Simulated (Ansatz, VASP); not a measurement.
**As in VASP and in Ansatz**

POSCAR

```
As
1.0
    1.8815830580      1.0863324850      3.5613725906
   -1.8815830580      1.0863324850      3.5613725906
    0.0000000000     -2.1726649701      3.5613725905
As
2
Direct
    0.7738769956      0.7738769956      0.7738769956
    0.2261230044      0.2261230044      0.2261230044
```

The input INCAR.step1:

```
SYSTEM = As
  ALGO = Normal
  EDIFF = 1E-4
  ENCUT = 520
  GGA = PE
  ISMEAR = -1
  LASPH = .True.
  LCHARG = .False.
  LREAL = .False.
  LWAVE = .True.
  NBANDS = 12
  NELM = 80
  PREC = Accurate
  SIGMA = 0.02
```

INCAR.step2

```
SYSTEM = As
  ALGO = Normal
  EDIFF = 1E-6
  ENCUT = 520
  ISIF = 2
  ISMEAR = -1
  ISTART = 1
  LASPH = .True.
  LCHARG = .True.
  LELF = .True.
  LMIXTAU = .True.
  LREAL = .False.
  LVHAR = .True.
  LWAVE = .False.
  METAGGA = R2SCAN
  NBANDS = 12
  NELM = 80
  PREC = Accurate
  SIGMA = 0.02
```

The input KPOINTS:

```
k-points
0
Gamma
  8 8 8
  0 0 0
```

Input for Ansatz:

```yaml
crystal:
  lattice:
    - [1.881583058, 1.086332485, 3.5613725906]
    - [-1.881583058, 1.086332485, 3.5613725906]
    - [0.0, -2.1726649701, 3.5613725905]
  atoms:
    - { symbol: As, position: [0.7738769956, 0.7738769956, 0.7738769956] }
    - { symbol: As, position: [0.2261230044, 0.2261230044, 0.2261230044] }
kpoints:
  mp_grid: { grid: [8, 8, 8] }
  band_path:
    path:
      - [0.0, 0.0, 0.0]
      - [0.5, 0.5, 0.5]
      - [0.7713036662, 0.2286963338, 0.5]
      - [0.5, -0.2286963338, 0.2286963338]
      - [0.5, 0.0, 0.0]
      - [0.3643481669, -0.3643481669, 0.0]
      - [0.6356518331, 0.0, 0.3643481669]
      - [0.5, 0.0, 0.5]
      - [0.5542607332, 0.4457392668, 0.5]
    npoints: 1
hamiltonian:
  xc: r2scan
scf:
  occupations: { method: fermi_dirac, width: 0.02 }
  n_extra_bands: 4
output:
  forces: true
  stress: true
  eigenvalues: true
```

Alike in both runs: task single point; functional r2SCAN; k mesh 8 × 8 × 8; occupations fermi-dirac, width 0.02 eV; no spin polarisation.

```csv
,VASP,Ansatz
version,VASP 6.6.1,Ansatz 0.2.0
potentials or method,"VASP PAW PBE potentials, release 64 (As)","plane waves, PAW"
plane-wave cutoff (eV),520,500
valence electrons in the cell,10,30
```

```tsv
	VASP	Ansatz	Ansatz less VASP
pressure (GPa)	1.0	0.9	-0.08
largest component of the traceless stress (GPa)	0.06	0.10	+0.033
rms of the force components (eV/Å)	0.006	0.017	+0.0111
```

Atom by atom the forces differ by 0.024 eV/Å (rms over components). The two sets of potentials don't hold the same shells in valence.

Caveats: the PAW data sets were made with another functional, which shifts forces and pressure a little (VASP).
